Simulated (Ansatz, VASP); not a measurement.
One calculation of Zn, two programs

```
CELL_PARAMETERS angstrom
0.00000 2.90890 2.90890
2.90890 0.00000 2.90890
2.90890 2.90890 0.00000
ATOMIC_POSITIONS crystal
Zn 0.00000 0.00000 0.00000
Zn 0.25000 0.25000 0.25000
```

Alike in both runs: functional PBE; k mesh 11 × 11 × 11; occupations fermi-dirac, width 0.05 eV; no spin polarisation.

Ansatz relaxed the structure, and its values are those at the end. VASP's run is a single point on that final structure, the one shown.

|  | VASP | Ansatz |
| --- | --- | --- |
| version | VASP 6.6.1 | Ansatz 0.2.0 |
| potentials or method | VASP PAW PBE potentials, release 64 (Zn) | PAW with Ansatz's default frozen-core files, scalar-relativistic |
| plane-wave cutoff (eV) | 520 | 420 |
| valence electrons in the cell | 24 | 24 |

VASP gave:

```
pressure (GPa) : 0.1
```

Q: Which values does Ansatz return?

A: Pressure (GPa): 0.0.

With one functional, cell and mesh, what is left measures potentials, basis and numerics.
